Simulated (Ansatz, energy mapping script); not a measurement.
**FeGe: energy mapping under LDA**

Wanted: the magnetic order of FeGe, its couplings and an estimate of its ordering temperature, by LDA.

Main program and level: Ansatz 0.2.0; LDA; plane waves, collinear spin, no spin–orbit coupling.

In doubt: warnings of the run leave room for a lower electronic state (step 5), so energies may not be the lowest and differences between runs may mislead.

### Step 1. The starting structure

It takes space group P6/mmm (No. 191, hexagonal). Conventional cell: a = 4.998 Å, b = 4.998 Å, c = 4.116 Å, α = 90.00°, β = 90.00°, γ = 120.00°. Nearest to Fe lie 6 Ge at 2.50 to 2.51 Å and 4 Fe at 2.50 Å. Nearest to Ge lie 6 Fe at 2.50 Å. Nearest to Ge lie 6 Fe at 2.51 Å. Farther neighbours are not listed.

Coordinates:

```cif
data_structure
_symmetry_space_group_name_H-M 'P 1'
_symmetry_Int_Tables_number 1
_cell_length_a 4.9976
_cell_length_b 4.9976
_cell_length_c 4.1158
_cell_angle_alpha 90.000
_cell_angle_beta 90.000
_cell_angle_gamma 120.000
_cell_volume 89.02
loop_
_atom_site_label
_atom_site_type_symbol
_atom_site_fract_x
_atom_site_fract_y
_atom_site_fract_z
_atom_site_occupancy
Fe1 Fe 0.50000 0.00000 0.00000 1
Fe2 Fe 0.50000 0.50000 0.00000 1
Fe3 Fe 0.00000 0.50000 0.00000 1
Ge4 Ge 0.00000 0.00000 0.00000 1
Ge5 Ge 0.33333 0.66667 0.50000 1
Ge6 Ge 0.66667 0.33333 0.50000 1
```

The cell comes from a database of computed structures, and need not be the one that the compound takes in experiment.

A plain semilocal functional is the cheapest rung. It tends to spread open shells too far.

### Step 2. Run 1 (parallel; cell A, 6 atoms)

Each cell gets its own parallel run on the same mesh, so that most of the mesh error cancels in the differences.

The input, input.yaml:

```yaml
crystal:
  lattice:
    - [0.0, 0.0, 4.11576135]
    - [4.997602336, 0.0, 0.0]
    - [-2.498801168, 4.328050581, 0.0]
  atoms:
    - { symbol: Fe, position: [0.0, 0.5, 0.0], spin: 2.8 }
    - { symbol: Fe, position: [0.0, 0.5, 0.5], spin: 2.8 }
    - { symbol: Fe, position: [0.0, 0.0, 0.5], spin: 2.8 }
    - { symbol: Ge, position: [0.0, 0.0, 0.0] }
    - { symbol: Ge, position: [0.5, 0.333333333, 0.666666667] }
    - { symbol: Ge, position: [0.5, 0.666666667, 0.333333333] }
magnetization:
  spin_polarized: true
kpoints:
  mp_grid: { grid: [7, 7, 7] }
hamiltonian:
  xc: lda
scf:
  occupations: { method: fermi_dirac, width: 0.1 }
output:
  eigenvalues: true
```

Command:

```console
$ ansatz run input.yaml --threads 4 --pin off --max-ram 14336MiB --backend cpu --events-out ev --progress --plain --runs-dir out
```

Numbers of over 12 decimals in the logs are rounded to 6 here.

What it wrote:

```text
Engine: ansatz 0.2.0, aarch64-unknown-linux-gnu
Pseudopotentials: kind: paw
Pseudopotential: Fe, paw, valence charge 16, recommended cutoff 420 eV (normal), Fe.paw.azcp
Pseudopotential: Ge, paw, valence charge 14, recommended cutoff 420 eV (normal), Ge.paw.azcp
Functional definition: SPW92
  exchange = slater_x
  correlation = pw_c
Crystal: 6 atoms, lattice volume = 89.023 Å³
Basis set: ecut = 420 eV, 1699 PW (Γ)
Bands: 60, of which v1, the nominal top of the filled ones, is band 45 counted from 1 (44 counted from 0)
Symmetry: 24 space group operations
Space group: P6/mmm (ITA 191), of the structure as read, at distance tolerance 4.5e-5 Å
Magnetic group: BNS 191.233 (UNI 1463), of the structure as read, at distance tolerance 4.5e-5 Å
k-points: 32 of 343
Non-local potential: Fe, projectors of the file, l = 0: 3, l = 1: 2, l = 2: 3, l = 3: 1
Non-local potential: Ge, projectors of the file, l = 0: 2, l = 1: 2, l = 2: 3, l = 3: 1
PAW form: soft (Blöchl's): semilocal exchange-correlation on the pseudo side does not see the compensation charge
PAW frozen core: Fe, regenerated for the run's functional, and the local potential with it (the file was generated under x = pbe(κ = 0.804, μ = 0.219515), c = pbe(β = 0.066725))
PAW frozen core: Ge, regenerated for the run's functional, and the local potential with it (the file was generated under x = pbe(κ = 0.804, μ = 0.219515), c = pbe(β = 0.066725))
PAW one-centre angular grid: Fe, 590 points (default); XC on 64 Gauss nodes
PAW one-centre angular grid: Ge, 590 points (default); XC on 64 Gauss nodes
Initial density: superposition of atomic densities (chi_scale 0.1, normalization cell)
Starting moments: Σ|m| = 8.4 μB on 3 of 6 sites
Initial wavefunctions: pseudopotential atomic-orbital guess
Functional: x = slater, c = lda
SCF iter   1: F=—  HF=-25906.813885 eV  |F-HF|=—  |Δ(HF+E_count)|=         —  Δρ=1.04e-1 (↑1.04e-1 ↓6.34e-2)  dr2=3.88e0  dr2_m=5.15e0  M=4.203 μB ∫|m|=4.810 μB  β_m=0.30  ethr=3.10e-3  ⟨swp⟩=5.9  Hψ=13139  notcnv=0  defer=12
Mixer restart at iter 1: flushing history
preconditioner: auto → Kerker (q_TF=auto, 2.733 Å⁻¹)  [metal: Δε(μ)=0.012 eV  Ē_g=17.335 eV  σ=0.100 eV  W_gap=0.03  n_scr=26 (ndim 8)  ℏωp=32.0 eV  f_vac=0.002  D(μ)=4.45/eV (n_scr^D=44)]
spin=Collinear: Kerker preconditioning applied to the charge; magnetization (m = ρ↑ − ρ↓) channel mixes plain (no charge-response kernel on spin).
SCF iter   2: F=—  HF=-25906.235688 eV  |F-HF|=—  |Δ(HF+E_count)|=   5.78e-1  Δρ=5.98e-2 (↑5.73e-2 ↓5.98e-2)  dr2=3.08e0  dr2_m=2.53e0  M=4.147 μB ∫|m|=4.777 μB  β_m=0.57  ethr=3.10e-3  ⟨swp⟩=2.0  Hψ=4970  notcnv=0  defer=214
SCF iter   3: F=—  HF=-25908.559359 eV  |F-HF|=—  |Δ(HF+E_count)|=    2.32e0  Δρ=3.32e-2 (↑3.32e-2 ↓2.57e-2)  dr2=1.61e0  dr2_m=5.51e-1  M=3.733 μB ∫|m|=4.329 μB  β_m=0.75  ethr=3.10e-3  ⟨swp⟩=2.8  Hψ=5711  notcnv=0  defer=215
SCF iter   4: F=—  HF=-25908.062352 eV  |F-HF|=—  |Δ(HF+E_count)|=   4.97e-1  Δρ=1.29e-2 (↑1.29e-2 ↓7.42e-3)  dr2=7.46e-1  dr2_m=1.01e-2  M=3.564 μB ∫|m|=4.133 μB  β_m=0.76  ethr=1.79e-3  ⟨swp⟩=2.3  Hψ=6098  notcnv=0  defer=234
SCF iter   5: F=—  HF=-25907.923463 eV  |F-HF|=—  |Δ(HF+E_count)|=   1.39e-1  Δρ=1.79e-2 (↑3.65e-3 ↓1.79e-2)  dr2=2.73e-1  dr2_m=6.13e-2  M=3.815 μB ∫|m|=4.345 μB  β_m=0.88  ethr=8.29e-4  ⟨swp⟩=2.1  Hψ=5487  notcnv=0  defer=234
SCF iter   6: F=—  HF=-25908.012429 eV  |F-HF|=—  |Δ(HF+E_count)|=         —  Δρ=4.84e-3 (↑2.27e-3 ↓4.84e-3)  dr2=3.04e-2  dr2_m=4.22e-3  M=3.876 μB ∫|m|=4.434 μB  β_m=0.88  ethr=3.03e-4  ⟨swp⟩=2.1  Hψ=7225  notcnv=0  defer=235
Mixer restart at iter 6: flushing history
SCF iter   7: F=—  HF=-25908.021375 eV  |F-HF|=—  |Δ(HF+E_count)|=   8.95e-3  Δρ=4.37e-3 (↑4.37e-3 ↓1.60e-3)  dr2=1.97e-2  dr2_m=3.18e-3  M=3.926 μB ∫|m|=4.491 μB  β_m=0.75  ethr=3.38e-5  ⟨swp⟩=2.1  Hψ=7419  notcnv=0  defer=235
SCF iter   8: F=—  HF=-25908.009370 eV  |F-HF|=—  |Δ(HF+E_count)|=   1.20e-2  Δρ=1.77e-3 (↑8.48e-4 ↓1.77e-3)  dr2=4.92e-3  dr2_m=8.47e-4  M=3.937 μB ∫|m|=4.499 μB  β_m=0.88  ethr=2.19e-5  ⟨swp⟩=2.0  Hψ=6723  notcnv=0  defer=235
SCF iter   9: F=—  HF=-25908.011320 eV  |F-HF|=—  |Δ(HF+E_count)|=   1.95e-3  Δρ=1.85e-3 (↑1.85e-3 ↓9.46e-4)  dr2=5.16e-3  dr2_m=2.16e-4  M=3.952 μB ∫|m|=4.517 μB  β_m=0.66  ethr=5.47e-6  ⟨swp⟩=2.0  Hψ=7023  notcnv=0  defer=235
SCF iter  10: F=—  HF=-25908.009112 eV  |F-HF|=—  |Δ(HF+E_count)|=   2.21e-3  Δρ=3.90e-4 (↑3.60e-4 ↓3.90e-4)  dr2=4.24e-4  dr2_m=1.18e-6  M=3.963 μB ∫|m|=4.528 μB  β_m=0.83  ethr=5.47e-6  ⟨swp⟩=2.0  Hψ=6131  notcnv=0  defer=233
SCF iter  11: F=—  HF=-25908.009152 eV  |F-HF|=—  |Δ(HF+E_count)|=   4.07e-5  Δρ=2.38e-4 (↑1.04e-4 ↓2.38e-4)  dr2=1.35e-4  dr2_m=4.95e-6  M=3.960 μB ∫|m|=4.525 μB  β_m=0.91  ethr=4.71e-7  ⟨swp⟩=2.6  Hψ=6397  notcnv=0  defer=233
SCF iter  12: F=—  HF=-25908.009145 eV  |F-HF|=—  |Δ(HF+E_count)|=   7.32e-6  Δρ=1.55e-4 (↑5.66e-5 ↓1.55e-4)  dr2=2.95e-5  dr2_m=2.40e-6  M=3.960 μB ∫|m|=4.524 μB  β_m=0.96  ethr=1.50e-7  ⟨swp⟩=2.0  Hψ=4854  notcnv=0  defer=233
SCF iter  13: F=—  HF=-25908.009146 eV  |F-HF|=—  |Δ(HF+E_count)|=   6.96e-7  Δρ=4.00e-5 (↑2.74e-5 ↓4.00e-5)  dr2=3.10e-6  dr2_m=4.42e-8  M=3.961 μB ∫|m|=4.525 μB  β_m=0.98  ethr=3.28e-8  ⟨swp⟩=2.0  Hψ=4428  notcnv=0  defer=233
SCF iter  14: F=—  HF=-25908.009146 eV  |F-HF|=—  |Δ(HF+E_count)|=   1.03e-7  Δρ=5.54e-6 (↑2.77e-6 ↓5.54e-6)  dr2=4.77e-8  dr2_m=2.51e-9  M=3.961 μB ∫|m|=4.525 μB  β_m=0.79  ethr=3.44e-9  ⟨swp⟩=2.0  Hψ=4698  notcnv=0  defer=233
SCF iter  15: F=-25908.009146 eV  HF=-25908.009146 eV  |F-HF|=2.69e-9  |Δ(HF+E_count)|=   1.63e-8  Δρ=1.35e-6 (↑1.35e-6 ↓1.09e-6)  dr2=5.34e-9  dr2_m=3.81e-11  M=3.961 μB ∫|m|=4.525 μB  ethr=5.30e-11  ⟨swp⟩=7.5  Hψ=13752  notcnv=0
SCF 1 converged in 15 iterations: F = -25908.009146 eV  dr2 = 5.34e-9
  greatest PAW one-centre occupation: 1.003 electrons in one spin orbital (limit 2), on the Fe atom at site 2 (counted from 0), in its partial waves of l = 1
SCF converged after 15 iterations
Magnetization: 3.9609 μB (46.9805 up, 43.0195 down)
Absolute magnetization: 4.5271 μB (∫|ρ↑−ρ↓|, with the PAW one-centre terms)
Spin contamination: 0.0981 ħ² per cell (⟨S²⟩ above its minimum at these occupations)
Per-site moments (μB) at R_I (Å): [(1.388505, 1.030755), (1.388505, 1.030755), (1.388505, 1.030755), (-0.061915, 1.030755), (-0.040055, 1.036698), (-0.040055, 1.036698)]
Free energy (F): -25908.009146 eV
Harris-Foulkes:  -25908.009146 eV  (|F-HF|=2.69e-9)
Internal energy: -25907.830200 eV  (E = F + TS)
E sigma→0 (E₀):  -25907.919673 eV
Entropy (-TS):   -0.178946 eV (-29.824 meV/atom)
Fermi energy:    13.900875 eV
--- Per-component energies (eV) ---
  E_band       = -1089.613120
  E_kinetic    = 1396.855192
  E_local      = -14394.415331  (includes V_loc(G=0)·N_el)
  E_nonlocal   = 1929.018697
  E_hartree    = 6238.851329
  E_xc         = -579.125864
  E_vxc        = -653.049311  (∫ρ·V_xc dr)
  E_paw        = -9740.141950  (= ΣΔE_a)
  E_vpaw       = -1845.724847  (= ΣTr[D̂ρ^β])
  E_aug_tail   = 0.003298  (compensation charges beyond the density's cutoff)
  E_ewald      = -10765.805157
  E_core_change = 6.929586  (= ΣΔE_core)
  E_smearing   = -0.178946  (= −TS)
  E_closure    = -0.000000  (closes the sum)
  Σ components = -25908.009146   (vs F -25908.009146, Δ=0.00e0)
--- Band table (eV; the first three rows and the last of 64) ---
  k-point 0 ↑: bands = [... 41 lower, 12.6490, 12.6490, 12.8509, 12.8965, 12.8965, 13.7695, 14.2072, 15.2218, ... 11 higher]
  k-point 1 ↑: bands = [... 41 lower, 12.6525, 12.7764, 12.7913, 12.8871, 13.0786, 14.1428, 14.2177, 15.3152, ... 11 higher]
  k-point 2 ↑: bands = [... 41 lower, 12.5176, 12.5503, 12.8860, 12.9177, 13.5868, 14.3388, 14.5141, 15.7508, ... 11 higher]
  k-point 31 ↓: bands = [... 41 lower, 13.1757, 13.5380, 13.7014, 13.9311, 13.9592, 14.0353, 14.5935, 15.2651, ... 11 higher]
```

Elapsed: 10 s, on 4 threads of Arm Neoverse V1, shared host; peak memory 0.61 GiB; 39 s of CPU time.

Reading the cycles: dr2 is the Hartree energy of the density residual (eV), the measure of convergence; HF is the Harris–Foulkes estimate of the energy, which meets the free energy F at convergence.

Spin moment in the sphere by atom:

```
atom  spin moment in the sphere (μB)
 Fe1                            1.39
 Fe2                            1.39
 Fe3                            1.39
 Ge4                           -0.06
 Ge5                           -0.04
 Ge6                           -0.04
```

The run ends ferromagnetic.

### Step 3. Order 2: uncompensated ++−, cell A of 6 atoms

This order reverses 2.67 of the 4 neighbours at 2.50 Å, counted for an average magnetic atom.

input.yaml: that of step 2 with these lines changed.

```diff
@@ -8,3 +8,3 @@
     - { symbol: Fe, position: [0.0, 0.5, 0.5], spin: 2.8 }
-    - { symbol: Fe, position: [0.0, 0.0, 0.5], spin: 2.8 }
+    - { symbol: Fe, position: [0.0, 0.0, 0.5], spin: -2.8 }
     - { symbol: Ge, position: [0.0, 0.0, 0.0] }
```

What it wrote:

```text
[...]
Crystal: 6 atoms, lattice volume = 89.023 Å³
Basis set: ecut = 420 eV, 1699 PW (Γ)
Bands: 60, of which v1, the nominal top of the filled ones, is band 45 counted from 1 (44 counted from 0)
Symmetry: 8 space group operations
[...]
k-points: 64 of 343
[...]
Starting moments: Σ|m| = 8.4 μB on 3 of 6 sites
[...]
SCF iter   1: F=—  HF=-25908.299074 eV  |F-HF|=—  |Δ(HF+E_count)|=         —  Δρ=1.55e-1 (↑1.43e-1 ↓1.55e-1)  dr2=4.00e0  dr2_m=1.71e1  M=3.613 μB ∫|m|=4.027 μB  β_m=0.30  ethr=3.10e-3  ⟨swp⟩=5.7  Hψ=26134  notcnv=0  defer=129
[...]
SCF iter  18: F=-25908.009146 eV  HF=-25908.009146 eV  |F-HF|=4.14e-8  |Δ(HF+E_count)|=  3.67e-10  Δρ=4.35e-6 (↑2.48e-6 ↓4.35e-6)  dr2=4.36e-8  dr2_m=8.24e-10  M=3.961 μB ∫|m|=4.525 μB  ethr=8.12e-11  ⟨swp⟩=7.7  Hψ=23622  notcnv=0
SCF 1 converged in 18 iterations: F = -25908.009146 eV  dr2 = 4.36e-8
[...]
SCF converged after 18 iterations
Magnetization: 3.9609 μB (46.9805 up, 43.0195 down)
Absolute magnetization: 4.5271 μB (∫|ρ↑−ρ↓|, with the PAW one-centre terms)
[...]
Per-site moments (μB) at R_I (Å): [(1.388514, 1.030755), (1.388514, 1.030755), (1.388495, 1.030755), (-0.061916, 1.030755), (-0.040056, 1.036698), (-0.040056, 1.036698)]
Free energy (F): -25908.009146 eV
[...]
Internal energy: -25907.830198 eV  (E = F + TS)
E sigma→0 (E₀):  -25907.919672 eV
Entropy (-TS):   -0.178947 eV (-29.825 meV/atom)
Fermi energy:    13.900851 eV
[...]
--- Band table (eV; the first three rows and the last of 128) ---
  k-point 0 ↑: bands = [... 41 lower, 12.6489, 12.6489, 12.8509, 12.8965, 12.8965, 13.7695, 14.2072, 15.2218, ... 11 higher]
  k-point 1 ↑: bands = [... 41 lower, 12.6524, 12.7763, 12.7913, 12.8871, 13.0785, 14.1428, 14.2177, 15.3151, ... 11 higher]
  k-point 2 ↑: bands = [... 41 lower, 12.5175, 12.5503, 12.8859, 12.9176, 13.5867, 14.3387, 14.5141, 15.7508, ... 11 higher]
  k-point 63 ↓: bands = [... 41 lower, 13.2311, 13.3704, 13.7290, 13.8676, 14.0702, 14.1730, 14.4834, 15.0437, ... 11 higher]
```

Wall time 25 s (4 threads); peak memory 0.81 GiB.

Spin moment in the sphere by atom:

```
atom  spin moment in the sphere (μB)
 Fe1                            1.39
 Fe2                            1.39
 Fe3                            1.39
 Ge4                           -0.06
 Ge5                           -0.04
 Ge6                           -0.04
```

The run ends ferromagnetic, not as typed: a moment turned or collapsed in the SCF or in the program's search for a lower state.

### Step 4. Order 3: parallel, cell B of 12 atoms

The parallel order again, as the reference for this cell.

The input, input.yaml:

```yaml
crystal:
  lattice:
    - [-4.997602336, 0.0, 0.0]
    - [-2.498801168, 4.328050581, 4.11576135]
    - [-2.498801168, 4.328050581, -4.11576135]
  atoms:
    - { symbol: Fe, position: [0.5, 0.0, 0.0], spin: 2.8 }
    - { symbol: Fe, position: [0.5, 0.5, 0.5], spin: 2.8 }
    - { symbol: Fe, position: [0.5, 0.25, 0.25], spin: 2.8 }
    - { symbol: Fe, position: [0.5, 0.75, 0.75], spin: 2.8 }
    - { symbol: Fe, position: [0.0, 0.25, 0.25], spin: 2.8 }
    - { symbol: Fe, position: [0.0, 0.75, 0.75], spin: 2.8 }
    - { symbol: Ge, position: [0.0, 0.0, 0.0] }
    - { symbol: Ge, position: [0.0, 0.5, 0.5] }
    - { symbol: Ge, position: [0.666666667, 0.583333333, 0.083333334] }
    - { symbol: Ge, position: [0.666666667, 0.083333334, 0.583333333] }
    - { symbol: Ge, position: [0.333333333, 0.416666666, 0.916666666] }
    - { symbol: Ge, position: [0.333333333, 0.916666667, 0.416666667] }
magnetization:
  spin_polarized: true
kpoints:
  mp_grid: { grid: [7, 7, 7] }
hamiltonian:
  xc: lda
scf:
  occupations: { method: fermi_dirac, width: 0.1 }
output:
  eigenvalues: true
```

What it wrote:

```text
[...]
Crystal: 12 atoms, lattice volume = 178.047 Å³
Basis set: ecut = 420 eV, 3447 PW (Γ)
Bands: 119, of which v1, the nominal top of the filled ones, is band 90 counted from 1 (89 counted from 0)
Symmetry: 16 space group operations
[...]
k-points: 64 of 343
[...]
Starting moments: Σ|m| = 16.8 μB on 6 of 12 sites
[...]
k-point 0 ↑: bands = [... 86 lower, 12.6607, 12.8095, 12.8357, 12.8625, 12.8898, 12.9054, 12.9057, 13.0581, ... 25 higher]
  k-point 1 ↑: bands = [... 86 lower, 12.7038, 12.8378, 12.8437, 12.8472, 12.8969, 12.9380, 13.0421, 13.1103, ... 25 higher]
  k-point 2 ↑: bands = [... 86 lower, 12.7700, 12.8336, 12.8449, 12.8855, 12.9311, 12.9625, 13.1086, 13.5190, ... 25 higher]
  k-point 63 ↓: bands = [... 86 lower, 13.7769, 14.0397, 14.0678, 14.0707, 14.0733, 14.4985, 14.5279, 14.8322, ... 25 higher]
[key lines of the parts left out:]
SCF converged after 19 iterations
Magnetization: 7.8115 μB (93.9057 up, 86.0943 down)
Free energy (F): -51816.024432 eV
Fermi energy:    13.903646 eV
```

Run time: 98 s. Hardware: 4 threads; peak memory 2.1 GiB; 6.4 min of CPU time.

The run ends ferromagnetic. For each magnetic atom its energy differs from the parallel run of the first cell by -1.45 meV, an error that one common reference would have brought in.

### Step 5. Order 4: compensated +−+−+−, cell B of 12 atoms

This order reverses 1.33 of the 4 neighbours at 2.50 Å, counted for an average magnetic atom.

input.yaml: that of step 4 with these lines changed.

```diff
@@ -7,7 +7,7 @@
     - { symbol: Fe, position: [0.5, 0.0, 0.0], spin: 2.8 }
-    - { symbol: Fe, position: [0.5, 0.5, 0.5], spin: 2.8 }
+    - { symbol: Fe, position: [0.5, 0.5, 0.5], spin: -2.8 }
     - { symbol: Fe, position: [0.5, 0.25, 0.25], spin: 2.8 }
-    - { symbol: Fe, position: [0.5, 0.75, 0.75], spin: 2.8 }
+    - { symbol: Fe, position: [0.5, 0.75, 0.75], spin: -2.8 }
     - { symbol: Fe, position: [0.0, 0.25, 0.25], spin: 2.8 }
-    - { symbol: Fe, position: [0.0, 0.75, 0.75], spin: 2.8 }
+    - { symbol: Fe, position: [0.0, 0.75, 0.75], spin: -2.8 }
     - { symbol: Ge, position: [0.0, 0.0, 0.0] }
```

What it wrote:

```text
[...]
Crystal: 12 atoms, lattice volume = 178.047 Å³
Basis set: ecut = 420 eV, 3447 PW (Γ)
Bands: 119, of which v1, the nominal top of the filled ones, is band 90 counted from 1 (89 counted from 0)
Symmetry: 4 space group operations
[...]
k-points: 64 of 343 (time reversal used)
[...]
Starting moments: Σ|m| = 16.8 μB on 6 of 12 sites
[...]
k-point 0 ↑: bands = [... 86 lower, 12.9641, 13.0566, 13.3156, 13.9413, 13.9957, 14.0030, 14.0199, 14.3114, ... 25 higher]
  k-point 1 ↑: bands = [... 86 lower, 12.9864, 13.1085, 13.4251, 13.9543, 14.0366, 14.0400, 14.0456, 14.3112, ... 25 higher]
  k-point 2 ↑: bands = [... 86 lower, 12.9719, 13.3818, 13.6060, 13.9651, 14.1036, 14.1046, 14.1622, 14.3107, ... 25 higher]
  k-point 63 ↓: bands = [... 86 lower, 13.0055, 13.3113, 13.5035, 13.7406, 13.8853, 13.9013, 14.1885, 14.6256, ... 25 higher]
[key lines of the parts left out:]
SCF converged after 19 iterations
Magnetization: -0.0000 μB (90.0000 up, 90.0000 down)
Free energy (F): -51815.721712 eV
Fermi energy:    13.856597 eV
```

Wall time 3.4 min (4 threads); peak memory 2.1 GiB; 13 min of CPU time.

The run ends antiferromagnetic, 58.67 meV a magnetic atom above the parallel order of its cell (energies taken at zero occupation width, not the printed F).

### Step 6. Run 5 (compensated +−+−−+; cell B, 12 atoms)

This order reverses 2.67 of the 4 neighbours at 2.50 Å, counted for an average magnetic atom.

input.yaml: that of step 5 with these lines changed.

```diff
@@ -10,4 +10,4 @@
     - { symbol: Fe, position: [0.5, 0.75, 0.75], spin: -2.8 }
-    - { symbol: Fe, position: [0.0, 0.25, 0.25], spin: 2.8 }
-    - { symbol: Fe, position: [0.0, 0.75, 0.75], spin: -2.8 }
+    - { symbol: Fe, position: [0.0, 0.25, 0.25], spin: -2.8 }
+    - { symbol: Fe, position: [0.0, 0.75, 0.75], spin: 2.8 }
     - { symbol: Ge, position: [0.0, 0.0, 0.0] }
```

What it wrote:

```text
[...]
Crystal: 12 atoms, lattice volume = 178.047 Å³
Basis set: ecut = 420 eV, 3447 PW (Γ)
Bands: 119, of which v1, the nominal top of the filled ones, is band 90 counted from 1 (89 counted from 0)
Symmetry: 4 space group operations
[...]
k-points: 64 of 343 (time reversal used)
[...]
Starting moments: Σ|m| = 16.8 μB on 6 of 12 sites
[...]
k-point 0 ↑: bands = [... 86 lower, 14.1000, 14.1002, 14.1397, 14.2338, 14.2466, 14.2541, 14.3549, 14.3551, ... 25 higher]
  k-point 1 ↑: bands = [... 86 lower, 14.1100, 14.1247, 14.1749, 14.2180, 14.2320, 14.2504, 14.3430, 14.3628, ... 25 higher]
  k-point 2 ↑: bands = [... 86 lower, 14.1415, 14.2111, 14.2286, 14.2499, 14.2666, 14.3207, 14.3420, 14.4547, ... 25 higher]
  k-point 63 ↓: bands = [... 86 lower, 12.6281, 12.6504, 12.7132, 12.8630, 13.0186, 13.0446, 13.0866, 14.3724, ... 25 higher]
[key lines of the parts left out:]
SCF converged after 26 iterations
Magnetization: -7.8115 μB (86.0943 up, 93.9057 down)
Free energy (F): -51816.024432 eV
Fermi energy:    13.903642 eV
```

Run time: 4.8 min. Hardware: 4 threads; peak memory 2.2 GiB.

The run ends ferromagnetic, not as typed: a moment turned or collapsed in the SCF or in the program's search for a lower state.

[end of part 1 of 2]

[Logs and program files are shortened in this print: banners, set-up blocks, solver, clock and traceback lines can be left out without a mark of their own.]

[Logs are printed without paths, hosts, clocks, repeated set-up lines and the standing remarks that a program may print on its own settings, such as how far it seeks lower states.]

[Hosts, paths, dates, database ids (printed as entryN), source tags and the programs' standing remarks are cut or masked in the printed files.]

[Where a cell is said to come from a database of computed structures, the database is the Materials Project.]
